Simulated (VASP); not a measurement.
# Ga (Cmce) in VASP: further runs, part 2 of 2

VASP 6.6.1. Earlier steps stand in the parts before.

### Step 3. Electric field gradients, PBE

Contents of INCAR:

```
PREC = Accurate
ENCUT = 520
EDIFF = 1E-7
ISMEAR = -1
SIGMA = 0.05
LREAL = False
LASPH = True
NELM = 100
ALGO = Fast
ISIF = 2
LWAVE = False
LCHARG = False
GGA = PE
LEFG = True
```

Contents of KPOINTS:

```
regular mesh
0
Gamma
  9 9 7
```

Contents of POSCAR:

```
Ga
1.0
    2.2615000000     -3.8305000000      0.0000000000
    2.2615000000      3.8305000000      0.0000000000
    0.0000000000      0.0000000000      4.5240000000
Ga
4
Direct
    0.8451000000      0.1549000000      0.0810000000
    0.6549000000      0.3451000000      0.5810000000
    0.1549000000      0.8451000000      0.9190000000
    0.3451000000      0.6549000000      0.4190000000
```

Potentials or basis: VASP PAW PBE potentials, release 64 (Ga_d).

Started as:

```
cat potpaw_PBE.64/Ga_d/POTCAR > POTCAR
mpirun -np 1 vasp_std > vasp.out
```

OUTCAR:

```text
PREC = Accurate
   ENCUT = 520
   EDIFF = 1E-7
   ISMEAR = -1
   LREAL = False
   LASPH = True
   NELM = 100
   ISIF = 2
   GGA = PE

 ion  position               nearest neighbor table
   1  0.845  0.155  0.081-   3 2.48   2 2.69   2 2.69   4 2.73   4 2.73   3 2.79   3 2.79
   2  0.655  0.345  0.581-   4 2.48   1 2.69   1 2.69   3 2.73   3 2.73   4 2.79   4 2.79
   3  0.155  0.845  0.919-   1 2.48   4 2.69   4 2.69   2 2.73   2 2.73   1 2.79   1 2.79
   4  0.345  0.655  0.419-   2 2.48   3 2.69   3 2.69   1 2.73   1 2.73   2 2.79   2 2.79

  LATTYP: Found a base centered orthorhombic cell.
 ALAT       =     4.5230000000
 B/A-ratio  =     1.6937873093
 C/A-ratio  =     1.0002210922

  Lattice vectors:

 A1 = (   2.2615000000,  -3.8305000000,   0.0000000000)
 A2 = (   2.2615000000,   3.8305000000,   0.0000000000)
 A3 = (   0.0000000000,   0.0000000000,   4.5240000000)

Analysis of symmetry for initial positions (statically):
=====================================================================
 Subroutine PRICEL returns:
 Original cell was already a primitive cell.

 Routine SETGRP: Setting up the symmetry group for a
 base centered orthorhombic supercell.

 Subroutine GETGRP returns: Found  8 space group operations
 (whereof  4 operations were pure point group operations)
 out of a pool of  8 trial point group operations.

The static configuration has the point symmetry C_2h.
 The point group associated with its full space group is D_2h.

Analysis of symmetry for dynamics (positions and initial velocities):
=====================================================================
 Subroutine PRICEL returns:
 Original cell was already a primitive cell.

 Routine SETGRP: Setting up the symmetry group for a
 base centered orthorhombic supercell.

 Subroutine GETGRP returns: Found  8 space group operations
 (whereof  4 operations were pure point group operations)
 out of a pool of  8 trial point group operations.

The dynamic configuration has the point symmetry C_2h.
 The point group associated with its full space group is D_2h.

 Subroutine INISYM returns: Found  8 space group operations
 (whereof  4 operations are pure point group operations),
 and found     1 'primitive' translations

----------------------------------------------------------------------------------------

                                     Primitive cell

  volume of cell :      78.3799

  direct lattice vectors                    reciprocal lattice vectors
     2.261500000 -3.830500000  0.000000000     0.221092195 -0.130531262  0.000000000
     2.261500000  3.830500000  0.000000000     0.221092195  0.130531262  0.000000000
     0.000000000  0.000000000  4.524000000     0.000000000  0.000000000  0.221043324

  length of vectors
     4.448270731  4.448270731  4.524000000     0.256749234  0.256749234  0.221043324

  position of ions in fractional coordinates (direct lattice)
     0.845100000  0.154900000  0.081000000
     0.654900000  0.345100000  0.581000000
     0.154900000  0.845100000  0.919000000
     0.345100000  0.654900000  0.419000000

  ion indices of the primitive-cell ions
   primitive index   ion index
                 1           1
                 2           2
                 3           3
[... 93 lines left out ...]
     AMIX_MAG =   1.60;   BMIX_MAG =  1.00
  volume/ion in A,a.u.               =      19.59       132.23
  Fermi-wavevector in a.u.,A,eV,Ry     =   1.427823  2.698194 27.737908  2.038679
  Thomas-Fermi vector in A             =   2.547951
   LORBIT       =      0    0 simple, 1 ext, 2 COOP (PROOUT), +10 PAW based schemes
   GGA     = PE    functional components
   LHFCALC =     F    Hartree Fock is set to
   AEXX    =    0.0000 exact exchange contribution
   IVDW    =     0    specifies the selected vdW correction
   LEPSILON=     F    determine dielectric tensor
   LRPA    =     F    only Hartree local field effects (RPA)
 non-spin polarized calculation
 RMM-DIIS sequential band-by-band and
  energy-cutoff  :      520.00
  volume of cell :       78.38
 maximum number of plane-waves:      2131
 NGX is ok and might be reduce to    36
   NGX = 17   NGY = 17   NGZ = 17

 number of electron      52.0000010 magnetization

 Free energy of the ion-electron system (eV)
  ---------------------------------------------------
  ext. energy  EPLUGINS =         0.00000000
  ---------------------------------------------------
  free energy    TOTEN  =       -11.61027468 eV

  energy without entropy =      -11.60408500  energy(sigma->0) =      -11.60717984

 E-fermi :   5.0361     XC(G=0): -10.6481

 val. band max:        5.0286542597   @ k =   0.2222   0.2222   0.0000
 cond. band min:       5.0560574811   @ k =   0.1111  -0.0000   0.1429
 fundamental gap:      0.0274032214
 Fermi energy:         5.0361492540

 k-point     1 :       0.0000    0.0000    0.0000
  band No.  band energies     occupation
      1     -10.1190      2.00000
      2     -10.1165      2.00000
      3     -10.0908      2.00000
      4     -10.0701      2.00000
      5     -10.0414      2.00000
      6     -10.0174      2.00000
[... 805 lines left out ...]
     30       7.9366      0.00000
     31      10.2372      0.00000

 [... further k-points ...]

------------------------ aborting loop because EDIFF is reached ----------------------------------------

  FORCE on cell =-STRESS in cart. coord.  units (eV):
  Direction    XX          YY          ZZ          XY          YZ          ZX
  --------------------------------------------------------------------------------------
  -------------------------------------------------------------------------------------
  Total        1.0341745      1.2049903      0.7940966      0.0000000      0.0000000      0.0000000
  in kB       21.1397459     24.6314229     16.2322697      0.0000000      0.0000000      0.0000000
  external PRESSURE =      20.6678128 kB  Pullay stress =       0.0000000 kB

 VOLUME and BASIS-vectors are now :
 -----------------------------------------------------------------------------
  energy-cutoff  :      520.00
  volume of cell :       78.38
      direct lattice vectors                 reciprocal lattice vectors
     2.261500000 -3.830500000  0.000000000     0.221092195 -0.130531262  0.000000000
     2.261500000  3.830500000  0.000000000     0.221092195  0.130531262  0.000000000
     0.000000000  0.000000000  4.524000000     0.000000000  0.000000000  0.221043324

 POSITION                                       TOTAL-FORCE (eV/Angst)
 -----------------------------------------------------------------------------------
      2.26150     -2.64381      0.36644         0.000000      0.095353      0.038987
      2.26150     -1.18669      2.62844         0.000000     -0.095353      0.038987
      2.26150      2.64381      4.15756         0.000000     -0.095353     -0.038987
      2.26150      1.18669      1.89556         0.000000      0.095353     -0.038987
 -----------------------------------------------------------------------------------
    total drift:                               -0.000000     -0.000000      0.000000

  FREE ENERGIE OF THE ION-ELECTRON SYSTEM (eV)
  ---------------------------------------------------
  free  energy   TOTEN  =       -11.6102746768 eV

  energy  without entropy=      -11.6040849955  energy(sigma->0) =      -11.60717984

 Electric field gradients (V/A^2)
---------------------------------------------------------------------
 ion       V_xx      V_yy      V_zz      V_xy      V_xz      V_yz
---------------------------------------------------------------------
   1      25.284   -33.881     8.596    -0.000     0.000   -23.774
   2      25.284   -33.881     8.596    -0.000    -0.000    23.774
   3      25.284   -33.881     8.596    -0.000    -0.000   -23.774
   4      25.284   -33.881     8.596    -0.000    -0.000    23.774
---------------------------------------------------------------------

 Electric field gradients after diagonalization (V/A^2)
 (convention: |V_zz| > |V_xx| > |V_yy|)
----------------------------------------------------------------------
 ion       V_xx      V_yy      V_zz     asymmetry (V_yy - V_xx)/ V_zz
----------------------------------------------------------------------
   1      25.284    19.237   -44.521       0.136
   2      25.284    19.237   -44.521       0.136
   3      25.284    19.237   -44.521       0.136
   4      25.284    19.237   -44.521       0.136
----------------------------------------------------------------------

           NMR quadrupolar parameters

 Cq : quadrupolar parameter    Cq=e*Q*V_zz/h
 eta: asymmetry parameters     (V_yy - V_xx)/ V_zz
 Q  : nuclear electric quadrupole moment in mb (millibarn)
----------------------------------------------------------------------
 ion       Cq(MHz)       eta       Q (mb)
----------------------------------------------------------------------
   1      -0.108       0.136       1.000
   2      -0.108       0.136       1.000
   3      -0.108       0.136       1.000
   4      -0.108       0.136       1.000
----------------------------------------------------------------------
```

OSZICAR:

```text
N       E                     dE             d eps       ncg     rms          rms(c)
DAV:   1     0.354832493627E+03    0.35483E+03   -0.26348E+04  6262   0.316E+03
DAV:   2     0.285217829609E+02   -0.32631E+03   -0.32130E+03  6473   0.566E+02
DAV:   3    -0.105501537793E+02   -0.39072E+02   -0.38711E+02  7019   0.153E+02
DAV:   4    -0.116799565563E+02   -0.11298E+01   -0.11241E+01  7052   0.301E+01
DAV:   5    -0.117031213594E+02   -0.23165E-01   -0.23162E-01  7291   0.441E+00    0.250E+00
RMM:   6    -0.116257506006E+02    0.77371E-01   -0.20942E-01  7342   0.499E+00    0.137E+00
RMM:   7    -0.116112943256E+02    0.14456E-01   -0.68376E-02  7936   0.258E+00    0.316E-01
RMM:   8    -0.116098978014E+02    0.13965E-02   -0.10478E-02  7947   0.102E+00    0.403E-02
RMM:   9    -0.116102280171E+02   -0.33022E-03   -0.27906E-03  9964   0.441E-01    0.272E-02
RMM:  10    -0.116102635581E+02   -0.35541E-04   -0.32859E-04  8271   0.184E-01    0.997E-03
RMM:  11    -0.116102713047E+02   -0.77466E-05   -0.12057E-04  8745   0.103E-01    0.504E-03
RMM:  12    -0.116102733423E+02   -0.20376E-05   -0.43423E-05  9436   0.566E-02    0.151E-03
RMM:  13    -0.116102744976E+02   -0.11553E-05   -0.12035E-05  9493   0.272E-02    0.125E-03
RMM:  14    -0.116102746262E+02   -0.12858E-06   -0.33900E-06  8014   0.184E-02    0.122E-03
RMM:  15    -0.116102746466E+02   -0.20453E-07   -0.10540E-06  6750   0.933E-03    0.210E-04
RMM:  16    -0.116102746768E+02   -0.30188E-07   -0.27385E-07  4553   0.472E-03
   1 F= -.11610275E+02 E0= -.11607180E+02  d E =-.618968E-02
```

stdout:

```text
POSCAR found type information on POSCAR Ga
 POSCAR found :  1 types and       4 ions
 scaLAPACK will be used
 LDA part: xc-table for (Slater+PW92), standard interpolation
 POSCAR, INCAR and KPOINTS ok, starting setup
 FFT: planning ... GRIDC
 FFT: planning ... GRID_SOFT
 FFT: planning ... GRID
 WAVECAR not read
 entering main loop
WARNING in EDDRMM: call to ZHEGV failed, returncode =   8  4     29
 num prob  num prob RMM:  16    -0.116102746768E+02   -0.30188E-07   -0.27385E-07  4553   0.472E-03
ion   1

ion   2

ion   3

ion   4
```

It took 2.4 min on 1 thread of Intel Xeon 6975P-C (Granite Rapids), shared host; peak memory 0.32 GiB.

What came out:

```yaml
Free_energy: -11.6103 eV
Pressure: 2.1 GPa
Largest_force: 0.103 eV/Å
Band_gap_on_the_k_mesh: none (metal or under the smearing width)
```

Forces on the atoms (eV/Å):
```
Ga   0.000  0.095  0.039
Ga   0.000 -0.095  0.039
Ga   0.000 -0.095 -0.039
Ga   0.000  0.095 -0.039
```

Levels at points of the mesh, in eV from the Fermi level:
| k point | band 24 | band 25 | band 26 | band 27 | band 28 | band 29 |
| --- | --- | --- | --- | --- | --- | --- |
| (0.00, 0.00, 0.00) | -1.77 | -1.68 | -0.78 | 0.91 | 0.94 | 1.05 |

Electric field gradients, principal values (V/Å²):
```
atom     Vxx     Vyy      Vzz
1 Ga  19.237  25.284  -44.521
2 Ga  19.237  25.284  -44.521
3 Ga  19.237  25.284  -44.521
4 Ga  19.237  25.284  -44.521
```

### Step 4. Electric field gradients, r2SCAN

Changes to INCAR since step 3:

```diff
@@ -8,3 +8,3 @@
 NELM = 100
-ALGO = Fast
+ALGO = Normal
 ISIF = 2
@@ -12,3 +12,4 @@
 LCHARG = False
-GGA = PE
+METAGGA = R2SCAN
+LMIXTAU = True
 LEFG = True
```

KPOINTS is that of step 3.

POSCAR is that of step 3.

Potentials or basis: VASP PAW PBE potentials, release 64 (Ga_d).

Started as:

```
cat potpaw_PBE.64/Ga_d/POTCAR > POTCAR
mpirun -np 1 vasp_std > vasp.out
```

OUTCAR:

```text
PREC = Accurate
   ENCUT = 520
   EDIFF = 1E-7
   ISMEAR = -1
   LREAL = False
   LASPH = True
   NELM = 100
   ISIF = 2
   METAGGA = R2SCAN

 ion  position               nearest neighbor table
   1  0.845  0.155  0.081-   3 2.48   2 2.69   2 2.69   4 2.73   4 2.73   3 2.79   3 2.79
   2  0.655  0.345  0.581-   4 2.48   1 2.69   1 2.69   3 2.73   3 2.73   4 2.79   4 2.79
   3  0.155  0.845  0.919-   1 2.48   4 2.69   4 2.69   2 2.73   2 2.73   1 2.79   1 2.79
   4  0.345  0.655  0.419-   2 2.48   3 2.69   3 2.69   1 2.73   1 2.73   2 2.79   2 2.79

  LATTYP: Found a base centered orthorhombic cell.
 ALAT       =     4.5230000000
 B/A-ratio  =     1.6937873093
 C/A-ratio  =     1.0002210922

  Lattice vectors:

 A1 = (   2.2615000000,  -3.8305000000,   0.0000000000)
[... 1047 lines left out ...]
   1      28.816   -37.724     8.908    -0.000    -0.000   -25.725
   2      28.816   -37.724     8.908    -0.000     0.000    25.725
   3      28.816   -37.724     8.908    -0.000    -0.000   -25.725
   4      28.816   -37.724     8.908    -0.000     0.000    25.725
---------------------------------------------------------------------

 Electric field gradients after diagonalization (V/A^2)
 (convention: |V_zz| > |V_xx| > |V_yy|)
----------------------------------------------------------------------
 ion       V_xx      V_yy      V_zz     asymmetry (V_yy - V_xx)/ V_zz
----------------------------------------------------------------------
   1      28.816    20.311   -49.126       0.173
   2      28.816    20.311   -49.126       0.173
   3      28.816    20.311   -49.126       0.173
   4      28.816    20.311   -49.126       0.173
----------------------------------------------------------------------

           NMR quadrupolar parameters

 Cq : quadrupolar parameter    Cq=e*Q*V_zz/h
 eta: asymmetry parameters     (V_yy - V_xx)/ V_zz
 Q  : nuclear electric quadrupole moment in mb (millibarn)
----------------------------------------------------------------------
 ion       Cq(MHz)       eta       Q (mb)
----------------------------------------------------------------------
   1      -0.119       0.173       1.000
   2      -0.119       0.173       1.000
   3      -0.119       0.173       1.000
   4      -0.119       0.173       1.000
----------------------------------------------------------------------
```

stdout:

```text
POSCAR found type information on POSCAR Ga
 POSCAR found :  1 types and       4 ions
 scaLAPACK will be used
 -----------------------------------------------------------------------------
|                                                                             |
|                                                                             |
|     You enforced a specific xc type in the INCAR file but a different       |
|     I HOPE YOU KNOW WHAT YOU ARE DOING!                                     |
|                                                                             |
 -----------------------------------------------------------------------------

 LDA part: xc-table for (None), standard interpolation
 POSCAR, INCAR and KPOINTS ok, starting setup
 FFT: planning ... GRIDC
 FFT: planning ... GRID_SOFT
 FFT: planning ... GRID
 WAVECAR not read
 entering main loop
ion   1

ion   2

ion   3

ion   4
```

It took 7.9 min on 1 thread of Intel Xeon 6975P-C (Granite Rapids), shared host; peak memory 0.33 GiB.

What came out:

```yaml
Free_energy: -45.7589 eV
Pressure: -1.1 GPa
Largest_force: 0.130 eV/Å
Band_gap_on_the_k_mesh: none (metal or under the smearing width)
```

Forces in eV/Å, atoms in the order of the input:
```
Ga   0.000  0.120  0.051
Ga   0.000 -0.120  0.051
Ga   0.000 -0.120 -0.051
Ga   0.000  0.120 -0.051
```

Stress tensor (GPa, compression positive):
```
-1.17  0.00  0.00
 0.00 -1.02  0.00
 0.00  0.00 -1.14
```

Levels at points of the mesh, in eV from the Fermi level:
| k point | band 24 | band 25 | band 26 | band 27 | band 28 | band 29 |
| --- | --- | --- | --- | --- | --- | --- |
| (0.00, 0.00, 0.00) | -1.84 | -1.72 | -0.89 | 0.95 | 1.12 | 1.14 |

Electric field gradients, principal values (V/Å²):
```tsv
atom	Vxx	Vyy	Vzz
1 Ga	20.311	28.816	-49.126
2 Ga	20.311	28.816	-49.126
3 Ga	20.311	28.816	-49.126
4 Ga	20.311	28.816	-49.126
```

Caveat: the PAW data sets were made with another functional, which shifts forces and pressure a little.

### Step 5. Summary

```csv
level,cutoff (eV),further INCAR settings,gap on the mesh (eV),pressure (GPa),largest force (eV/Å)
PBEsol,600,ALGO = Fast; EDIFF = 1e-07,none,-1.5,0.12
PBE,520,ALGO = Fast; EDIFF = 1e-07,none,2.1,0.10
r2SCAN,520,ALGO = Normal; EDIFF = 1e-07,none,-1.1,0.13
```

Alike in all rows: task electric field gradients; potentials or basis VASP PAW PBE potentials, release 64 (Ga_d); no spin polarisation; cell as given; k mesh 9 × 9 × 7; smearing fermi-dirac 0.05 eV.

Every run on the cell as given and a fine mesh finds a metal. The pressure there spans -1.5 GPa (PBEsol) to 2.1 GPa (PBE); a positive pressure means that this level wants a larger cell, a negative one a smaller.

Caveats: the PAW data sets were made with another functional, which shifts forces and pressure a little (some runs).

Absolute energies hang on the potentials; compare differences alone.
